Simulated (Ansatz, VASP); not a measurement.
# Zn: VASP beside Ansatz

```
CELL_PARAMETERS angstrom
2.09377 -1.33566 0.04641
2.09377 1.33566 0.04641
-1.31996 0.00000 7.30756
ATOMIC_POSITIONS crystal
Zn 0.00000 0.00000 0.00000
Zn 0.21496 0.21496 0.66720
Zn 0.78504 0.78504 0.33280
```

Alike in both runs: task single point; functional PBEsol; k mesh 18 × 18 × 6; occupations gaussian, width 0.1 eV; no spin polarisation.

|  | VASP | Ansatz |
| --- | --- | --- |
| version | VASP 6.6.1 | Ansatz 0.2.0 |
| potentials or method | VASP PAW PBE potentials, release 64 (Zn) | scalar-relativistic, plane waves, PAW |
| plane-wave cutoff (eV) | 520 | 420 |
| valence electrons in the cell | 36 | 36 |

|  | VASP | Ansatz | Ansatz less VASP |
| --- | --- | --- | --- |
| gap on the k mesh at the Fermi level (eV) | none | none | - |
| pressure (GPa) | 7.0 | 6.4 | -0.66 |
| largest component of the traceless stress (GPa) | 9.33 | 9.16 | -0.161 |
| rms of the force components (eV/Å) | 0.045 | 0.043 | -0.0015 |

Atom by atom the forces differ by 0.002 eV/Å (rms over components). A gap of «none» marks a metal or a gap that the smearing closes.

Caveats: the PAW data sets were made with another functional, which shifts forces and pressure a little (VASP).
